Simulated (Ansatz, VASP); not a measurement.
# Sb in VASP and in Ansatz

```
CELL_PARAMETERS angstrom
3.27769 -2.16630 0.00000
3.27769 2.16630 0.00000
0.00000 0.00000 8.83688
ATOMIC_POSITIONS crystal
Sb 0.85000 0.15000 0.11700
Sb 0.65000 0.35000 0.61700
Sb 0.15000 0.85000 0.88300
Sb 0.35000 0.65000 0.38300
```

Alike in both runs: task single point; functional r2SCAN; k mesh 6 × 6 × 2; occupations gaussian, width 0.1 eV; no spin polarisation.

|  | VASP | Ansatz |
| --- | --- | --- |
| version | VASP 6.6.1 | Ansatz 0.2.0 |
| potentials or method | VASP PAW PBE potentials, release 64 (Sb) | scalar-relativistic, plane waves, PAW |
| plane-wave cutoff (eV) | 520 | 500 |
| valence electrons in the cell | 20 | 60 |

|  | VASP | Ansatz | Ansatz less VASP |
| --- | --- | --- | --- |
| gap on the k mesh at the Fermi level (eV) | none | none | - |
| pressure (GPa) | 7.1 | 6.9 | -0.23 |
| largest component of the traceless stress (GPa) | 10.01 | 9.73 | -0.280 |
| rms of the force components (eV/Å) | 2.175 | 2.101 | -0.0735 |

Atom by atom the forces differ by 0.074 eV/Å (rms over components). A gap of «none» marks a metal or a gap that the smearing closes. The two sets of potentials don't hold the same shells in valence.

Caveats: the PAW data sets were made with another functional, which shifts forces and pressure a little (VASP). Spin-orbit coupling is left out, which matters for the levels of Sb.
